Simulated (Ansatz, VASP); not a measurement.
**Two plane-wave programs on Si2Ni**

POSCAR

```
Si2Ni
1.0
    0.0000000000      2.7030000000      2.7030000000
    2.7030000000      0.0000000000      2.7030000000
    2.7030000000      2.7030000000      0.0000000000
Ni Si
1 2
Direct
    0.0000000000      0.0000000000      0.0000000000
    0.7500000000      0.7500000000      0.7500000000
    0.2500000000      0.2500000000      0.2500000000
```

Contents of INCAR.step1:

```
PREC     = Accurate       # precision mode
ENCUT    = 520            # plane-wave cutoff, eV
ISMEAR   = -1             # smearing method
SIGMA    = 0.05           # smearing width, eV
LREAL    = F              # projectors in reciprocal space
LASPH    = T              # aspherical terms in the spheres
NELM     = 150            # most SCF steps
ISPIN    = 2              # spin polarisation
MAGMOM   = 1 0 0          # initial moments
LMAXMIX  = 4              # l up to which the mixer works
NBANDS   = 20             # bands
GGA      = PE             # functional
ALGO     = Normal         # electronic algorithm
EDIFF    = 1E-4           # SCF threshold, eV
LWAVE    = T              # write WAVECAR
LCHARG   = F              # write CHGCAR
```

File INCAR.step2:

```
PREC     = Accurate       # precision mode
ENCUT    = 520            # plane-wave cutoff, eV
EDIFF    = 1E-6           # SCF threshold, eV
ISMEAR   = -1             # smearing method
SIGMA    = 0.05           # smearing width, eV
LREAL    = F              # projectors in reciprocal space
LASPH    = T              # aspherical terms in the spheres
NELM     = 150            # most SCF steps
ALGO     = Normal         # electronic algorithm
ISIF     = 2              # what is computed and relaxed
LWAVE    = F              # write WAVECAR
LCHARG   = F              # write CHGCAR
ISPIN    = 2              # spin polarisation
MAGMOM   = 1 0 0          # initial moments
LORBIT   = 11             # projections on sites
LMAXMIX  = 4              # l up to which the mixer works
METAGGA  = R2SCAN         # meta-GGA
LMIXTAU  = T            
NBANDS   = 20             # bands
ISTART   = 1
```

File KPOINTS:

```
Automatic mesh
0
Gamma
  5 5 5
```

Contents of input.yaml:

```yaml
crystal:
  lattice:
    - [0.0, 2.703, 2.703]
    - [2.703, 0.0, 2.703]
    - [2.703, 2.703, 0.0]
  atoms:
    - { symbol: Ni, position: [0.0, 0.0, 0.0], spin: 1.0 }
    - { symbol: Si, position: [0.75, 0.75, 0.75] }
    - { symbol: Si, position: [0.25, 0.25, 0.25] }
hamiltonian:
  xc: r2scan
  pseudopotentials: { kind: paw }
magnetization:
  spin_polarized: true
kpoints:
  mp_grid: { grid: [5, 5, 5] }
  band_path:
    path:
      - [[0.0, 0.0, 0.0], [0.5, 0.0, 0.5], [0.5, 0.25, 0.75], [0.375, 0.375, 0.75], [0.0, 0.0, 0.0], [0.5, 0.5, 0.5], [0.625, 0.25, 0.625], [0.5, 0.25, 0.75], [0.5, 0.5, 0.5], [0.375, 0.375, 0.75]]
      - [[0.625, 0.25, 0.625], [0.5, 0.0, 0.5]]
    npoints: 14
scf:
  occupations: { method: fermi_dirac, width: 0.05 }
  n_extra_bands: 7
output:
  forces: true
  stress: true
  eigenvalues: true
  fatbands: false
```

Alike in both runs: functional r2SCAN; k mesh 5 × 5 × 5; occupations fermi-dirac, width 0.05 eV; collinear spin.

```csv
,VASP,Ansatz
version,VASP 6.6.1,Ansatz 0.2.0
potentials or method,"VASP PAW PBE potentials, release 64 (Ni, Si)",Ansatz PAW
plane-wave cutoff (eV),520,500
valence electrons in the cell,18,26
task,single point,band structure
```

|  | VASP | Ansatz | Ansatz less VASP |
| --- | --- | --- | --- |
| gap on the k mesh at the Fermi level (eV) | none | none | - |
| pressure (GPa) | -1.2 | -1.1 | +0.13 |
| net moment per atom (μB) | 0.00 | 0.00 | 0.000 |

A gap of «none» marks a metal or a gap that the smearing closes. The two sets of potentials don't hold the same shells in valence.

Caveats: the k mesh is coarse (spacing up to 0.40 Å⁻¹), so the values aren't converged; the PAW data sets were made with another functional, which shifts forces and pressure a little (VASP); the magnetic or orbital state may not be the lowest (Ansatz); the PAW data sets come from PBE, with cores solved anew for the run's functional, which leaves a small shift of forces and pressure (Ansatz); the starting moments weren't kept (Ansatz).
